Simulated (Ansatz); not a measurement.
# AlAs wire along [111], 38 atoms a period, H-terminated: bands along the axis, part 2 of 2

What gap, if any, does the AlAs wire along [111], 38 atoms a period, H-terminated have, and how many channels would it open?

Ansatz 0.2.0; DFT PBE, plane waves, PAW; relaxation of a wire's period; PAW set soft_1 (the session's first sound run).

So far: The structure; Relaxation of atoms and period.

**2. Relaxation of atoms and period (continued)**

The steps of the relaxation:

```
step  energy less that of the first step (eV)  largest force component (eV/Å)  pressure (GPa)  volume (Å³)
   1                                   0.0000                          0.7236            0.04      3310.89
   2                                  -1.5879                          0.4056           -0.08      3324.36
   3                                  -1.6967                          0.0809           -0.01      3320.92
   4                                  -1.7049                          0.0184            0.00      3321.02
  5*                                  -1.7062                          0.0184            0.00      3321.02
```

Relaxation steps marked * repeat the geometry before them on a plane-wave basis chosen anew for their cell, so energy and pressure can jump there.

Forces are held to the 2 operations that the run works with; a distortion that breaks them can't arise in this run.

```
cell as run  before  after  change
      c (Å)   9.925  9.955  +0.3 %
```

The atoms that moved most (Å, along periodic axes as changes of fractional coordinates times the final cell, across vacuum about the mean position):

```
atom      dx      dy      dz  length
 H12  -0.167   0.096   0.027   0.195
 H14   0.167   0.096   0.027   0.195
 H13   0.000  -0.193   0.026   0.195
 H20  -0.140   0.084  -0.002   0.163
 H15   0.140   0.084  -0.002   0.163
 H19  -0.142   0.079  -0.003   0.163
 H16   0.142   0.079  -0.003   0.163
 H18   0.003  -0.163  -0.003   0.163
```

This step gave:

| Item | Value |
| --- | --- |
| cell length along the wire | 9.955 Å |

The cell's length comes to 9.955 Å with spin left out.

**3. The perfect wire**

This step: DFT PBE, plane waves, PAW; bands of a perfect wire; PAW set soft_1 (Ansatz 0.2.0).

At the relaxed period the bands are computed along the axis; those that cross an energy going forward count the channels that a perfect wire would open there.

input.yaml

```yaml
crystal:
  lattice:
    - [17.467, 0.0, 0.0]
    - [0.0, 19.099, 0.0]
    - [0.0, 0.0, 9.9550216527]
  atoms:
    - { symbol: Al, position: [0.26332494, 0.502397528, 0.995849262] }
    - { symbol: Al, position: [0.379856603, 0.687011052, 0.995851172] }
    - { symbol: Al, position: [0.5, 0.500491222, 0.003454648] }
    - { symbol: Al, position: [0.620143397, 0.687011052, 0.995851172] }
    - { symbol: As, position: [0.274041234, 0.503993466, 0.247663941] }
    - { symbol: As, position: [0.390329081, 0.319764766, 0.247661864] }
    - { symbol: As, position: [0.3836997, 0.6777164, 0.247661106] }
    - { symbol: As, position: [0.5, 0.500491144, 0.253550683] }
    - { symbol: As, position: [0.609670919, 0.319764766, 0.247661864] }
    - { symbol: As, position: [0.6163003, 0.6777164, 0.247661106] }
    - { symbol: As, position: [0.725958766, 0.503993466, 0.247663941] }
    - { symbol: H, position: [0.185059997, 0.666751139, 0.283287225] }
    - { symbol: H, position: [0.5, 0.167924129, 0.283220714] }
    - { symbol: H, position: [0.814940003, 0.666751139, 0.283287225] }
    - { symbol: H, position: [0.203586974, 0.466620343, 0.301816632] }
    - { symbol: H, position: [0.319719186, 0.282635069, 0.301806371] }
    - { symbol: H, position: [0.383858725, 0.752205647, 0.301794847] }
    - { symbol: H, position: [0.616141275, 0.752205647, 0.301794847] }
    - { symbol: H, position: [0.680280814, 0.282635069, 0.301806371] }
    - { symbol: H, position: [0.796413026, 0.466620343, 0.301816632] }
    - { symbol: Al, position: [0.260681656, 0.626866981, 0.328243292] }
    - { symbol: Al, position: [0.385761896, 0.440174921, 0.343344921] }
    - { symbol: Al, position: [0.5, 0.621146775, 0.34333538] }
    - { symbol: Al, position: [0.5, 0.247767462, 0.328230908] }
    - { symbol: Al, position: [0.614238104, 0.440174921, 0.343344921] }
    - { symbol: Al, position: [0.739318344, 0.626866981, 0.328243292] }
    - { symbol: As, position: [0.274624775, 0.619488109, 0.579074149] }
    - { symbol: As, position: [0.381784755, 0.438063922, 0.59058858] }
    - { symbol: As, position: [0.5, 0.625335762, 0.590584534] }
    - { symbol: As, position: [0.5, 0.262471117, 0.579055131] }
    - { symbol: As, position: [0.618215245, 0.438063922, 0.59058858] }
    - { symbol: As, position: [0.725375225, 0.619488109, 0.579074149] }
    - { symbol: H, position: [0.190391093, 0.421297841, 0.610040541] }
    - { symbol: H, position: [0.2702304, 0.294827227, 0.610083424] }
    - { symbol: H, position: [0.420148412, 0.785281238, 0.610080361] }
    - { symbol: H, position: [0.579851588, 0.785281238, 0.610080361] }
    - { symbol: H, position: [0.7297696, 0.294827227, 0.610083424] }
    - { symbol: H, position: [0.809608907, 0.421297841, 0.610040541] }
    - { symbol: H, position: [0.20242868, 0.588217898, 0.638598031] }
    - { symbol: H, position: [0.268136468, 0.692304804, 0.638591868] }
    - { symbol: H, position: [0.434291764, 0.220909449, 0.638543287] }
    - { symbol: H, position: [0.565708236, 0.220909449, 0.638543287] }
    - { symbol: H, position: [0.731863532, 0.692304804, 0.638591868] }
    - { symbol: H, position: [0.79757132, 0.588217898, 0.638598031] }
    - { symbol: Al, position: [0.261011545, 0.374281719, 0.659167662] }
    - { symbol: Al, position: [0.389428917, 0.558880701, 0.677102633] }
    - { symbol: Al, position: [0.5, 0.38371749, 0.677088239] }
    - { symbol: Al, position: [0.5, 0.752890429, 0.659211254] }
    - { symbol: Al, position: [0.610571083, 0.558880701, 0.677102633] }
    - { symbol: Al, position: [0.738988455, 0.374281719, 0.659167662] }
    - { symbol: As, position: [0.273698822, 0.380985856, 0.910757488] }
    - { symbol: As, position: [0.383697973, 0.561901717, 0.924278012] }
    - { symbol: As, position: [0.5, 0.377654471, 0.924268134] }
    - { symbol: As, position: [0.5, 0.739495389, 0.910785179] }
    - { symbol: As, position: [0.616302027, 0.561901717, 0.924278012] }
    - { symbol: As, position: [0.726301178, 0.380985856, 0.910757488] }
    - { symbol: H, position: [0.188232605, 0.542594605, 0.947476259] }
    - { symbol: H, position: [0.304197994, 0.72631077, 0.947459009] }
    - { symbol: H, position: [0.384030211, 0.23247382, 0.947540621] }
    - { symbol: H, position: [0.615969789, 0.23247382, 0.947540621] }
    - { symbol: H, position: [0.695802006, 0.72631077, 0.947459009] }
    - { symbol: H, position: [0.811767395, 0.542594605, 0.947476259] }
    - { symbol: H, position: [0.203205114, 0.343751802, 0.965561722] }
    - { symbol: H, position: [0.5, 0.813939477, 0.965590019] }
    - { symbol: H, position: [0.796794886, 0.343751802, 0.965561722] }
    - { symbol: Al, position: [0.383466501, 0.312069979, 0.995850349] }
    - { symbol: Al, position: [0.616533499, 0.312069979, 0.995850349] }
    - { symbol: Al, position: [0.73667506, 0.502397528, 0.995849262] }
kpoints:
  mp_grid: { grid: [1, 1, 9] }
  band_path: { path: ["Γ", Z], npoints: 90 }
scf:
  occupations: { method: fermi_dirac, width: 0.05 }
hamiltonian:
  xc: pbe
  pseudopotentials: { kind: paw, azcp: { folder: soft_1 } }
output:
  dos: { e_range: [-5, 4] }
  write_potential: true
  write_density: true
  volumetric_format: npy
```

Started as:

```bash
$ ansatz run input.yaml --threads 4 --pin off --max-ram 16384MiB --backend cpu --events-out ev --progress --plain --runs-dir out
```

Numbers of over 12 decimals in the logs are rounded to 6 here.

Log:

```text
[...]
Crystal: 68 atoms, lattice volume = 3321.017 Å³
Basis set: ecut = 420 eV, 64841 PW (Γ)
Bands: 254, of which v1, the nominal top of the filled ones, is band 186 counted from 1 (185 counted from 0)
Symmetry: 2 space group operations
[...]
k-points: 5 of 9 (time reversal used)
[...]
SCF iter   1: F=—  HF=-102975.320857 eV  |F-HF|=—  |Δ(HF+E_count)|=         —  Δρ=3.39e-2  dr2=4.03e1  ethr=3.10e-3  ⟨swp⟩=7.0  Hψ=5710  notcnv=0  defer=16
[...]
SCF iter  11: F=-102962.776584 eV  HF=-102962.776584 eV  |F-HF|=3.36e-9  |Δ(HF+E_count)|=   9.06e-8  Δρ=4.26e-7  dr2=1.71e-8  ethr=2.69e-11  ⟨swp⟩=17.4  Hψ=6568  notcnv=0
SCF 1 converged in 11 iterations: F = -102962.776584 eV  dr2 = 1.71e-8
[...]
NSCF: frozen V_eff on 91 k-points
WARN: pass on a band path, mesh or list of k-points: the 91 k-points are solved 3 at a time at the most, because the 14.40 GiB of host memory that the pass is priced against does not hold them all with the solver's workspace as planned. The pass can take longer, above all where fewer k-points are solved at a time than the run has threads. As a rule a larger memory budget leaves room for more at once. The budget is what a run with no `--max-ram-frac` typed is planned for, 0.8 of the host's memory or its container's limit. More memory there lifts it, and so does a share over 0.88 that is typed (of such a share the budget is ten elevenths): [rest of the remark cut]
WARN: The output density's exchange-correlation potential varies sharply where the density is thin. Do not read a vacuum level from v_tot or v_xc, or from such a field of the output density. On a cell that repeats whose density bears no net charge and no dipole along the vacuum's axis use v_es (v_loc + v_h of the components); under efield.dipole_correction with no amplitude use v_es + v_field, which holds any externa [...]
SCF converged after 11 iterations
Free energy (F): -102962.776584 eV
[...]
Internal energy: -102962.776584 eV  (E = F + TS)
E sigma→0 (E₀):  -102962.776584 eV
Fermi energy:    -1.301251 eV
[...]
--- Band table (eV; the first three rows and the last of 5) ---
  k-point 0: bands = [... 182 lower, -3.0336, -2.9227, -2.9220, -2.6177, 0.0245, 0.3565, 0.3586, 0.7204, ... 64 higher]
  k-point 1: bands = [... 182 lower, -3.0400, -2.9234, -2.9231, -2.6820, 0.0687, 0.3660, 0.3684, 0.6932, ... 64 higher]
  k-point 2: bands = [... 182 lower, -3.0649, -2.9355, -2.9352, -2.8624, 0.1834, 0.4082, 0.4112, 0.6548, ... 64 higher]
  k-point 4: bands = [... 182 lower, -3.0856, -3.0845, -2.9924, -2.9916, 0.4247, 0.5538, 0.5574, 0.5691, ... 64 higher]
```

It took 64 min on 4 threads of Arm Neoverse V1, shared host; peak memory 12 GiB.

This step gave:

```
band gap : 2.642 eV
```

Electronic bands along the path, in eV, zero at the Fermi level; v1 is the highest filled band, c1 the lowest empty one:

```
  point     v4     v3     v2     v1    c1    c2    c3    c4
      Γ  -1.73  -1.62  -1.62  -1.32  1.33  1.66  1.66  2.02
halfway  -1.77  -1.64  -1.64  -1.62  1.52  1.73  1.73  1.95
      Z  -1.78  -1.78  -1.70  -1.70  1.74  1.86  1.86  1.86
```

The gap is 2.64 eV, with spin left out.

The path shows a direct gap of 2.64 eV (valence top at Γ, conduction bottom at Γ).

**4. What came out**

```
cell length, PBE : 9.955 Å
gap, PBE         : 2.64 eV
```

**Reading.** Under PBE the cell's length is 9.96 Å, and a gap of 2.64 eV makes it a semiconductor. Plain hydrogen on a compound's surface is a simple closure: it may leave surface states, and facets that end in unlike atoms put a field across the wire, both of which shrink the gap.

[Logs are printed without paths, hosts, clocks, repeated set-up lines and the standing remarks that a program may print on its own settings, such as how far it seeks lower states.]

[Hosts, paths, dates, database ids (printed as entryN), source tags and the programs' standing remarks are cut or masked in the printed files.]
